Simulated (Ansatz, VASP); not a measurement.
ZnO (zincite) in VASP and in Ansatz

```
Zn O
1.0
     3.24931    0.00000    0.00000
    -1.62465    2.81398    0.00000
     0.00000    0.00000    5.20571
Zn O
2 2
Direct
  0.66667 0.33333 0.00000
  0.33333 0.66667 0.50000
  0.33333 0.66667 0.87901
  0.66667 0.33333 0.37901
```

Alike in both runs: task single point; functional PBE; k mesh 9 × 9 × 5; occupations gaussian, width 0.027 eV; no spin polarisation.

```csv
,VASP,Ansatz
version,VASP 6.6.1,Ansatz 0.2.0
potentials or method,"VASP PAW PBE potentials, release 64 (Zn, O)",Ansatz PAW
plane-wave cutoff (eV),520,420
valence electrons in the cell,36,36
```

Ansatz gave:

- gap on the k mesh at the Fermi level (eV): 0.80
- least direct gap on the mesh (eV): 0.80
- pressure (GPa): 4.9
- largest component of the traceless stress (GPa): 1.14
- rms of the force components (eV/Å): 0.040

What did VASP give for the same quantities?

gap on the k mesh at the Fermi level (eV): 0.79; least direct gap on the mesh (eV): 0.79; pressure (GPa): 6.0; largest component of the traceless stress (GPa): 1.17; rms of the force components (eV/Å): 0.043.

Atom by atom the forces differ by 0.002 eV/Å (rms over components).

Caveats: odd divisions of the mesh miss points on the zone boundary, where band edges often lie, so the gap on the mesh can be too wide (Ansatz); the pressure holds a Pulay correction of +0.7 GPa for the finite cutoff (Ansatz).
